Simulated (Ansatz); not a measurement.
`CC(=O)O[AsH2]` and `CC(=O)O` differ in one atom or group.

Ansatz, PBE0-D4/def2-TZVP geometries, multiplicity 1. Each molecule was computed in one conformer, which needn't be the lowest.

Scalar relativity is left out up to krypton.

```tsv
property	`CC(=O)O[AsH2]`
HOMO energy (B3LYP/def2-TZVPP) / eV	-7.56
HOMO energy (PBE0/def2-TZVPP) / eV	-7.74
HOMO energy (PBE/def2-TZVPP) / eV	-6.41
LUMO energy (PBE/def2-TZVPP) / eV	-1.63
LUMO energy (B3LYP/def2-TZVPP) / eV	-0.98
zero-point energy (PBE0-D4/def2-TZVP) / kJ/mol	177.5
```

Problem. Give the same properties after the change, and the shifts. (Estimate.)

Solution. The calculation gave: 
```json
{"property": "HOMO energy (B3LYP/def2-TZVPP) / eV", "`CC(=O)O`": "-7.88", "shift": "-0.32"}
{"property": "HOMO energy (PBE0/def2-TZVPP) / eV", "`CC(=O)O`": "-8.12", "shift": "-0.38"}
{"property": "HOMO energy (PBE/def2-TZVPP) / eV", "`CC(=O)O`": "-6.43", "shift": "-0.02"}
{"property": "LUMO energy (PBE/def2-TZVPP) / eV", "`CC(=O)O`": "-0.91", "shift": "0.72"}
{"property": "LUMO energy (B3LYP/def2-TZVPP) / eV", "`CC(=O)O`": "-0.06", "shift": "0.92"}
{"property": "zero-point energy (PBE0-D4/def2-TZVP) / kJ/mol", "`CC(=O)O`": "162.9", "shift": "-14.6"}
```

With PBE0 the HOMO falls by 0.38 eV and the LUMO rises by 0.98 eV, so the gap widens by about 1.36 eV. PBE moves the HOMO by -0.02 eV and ωB97M-V by -0.61 eV. The zero-point energy changes by -14.6 kJ/mol with -6 modes.

Positive LUMOs are unbound, so they and the gaps depend on the basis.

B3LYP here is the variant with VWN-RPA as its local correlation; programs differ in this.
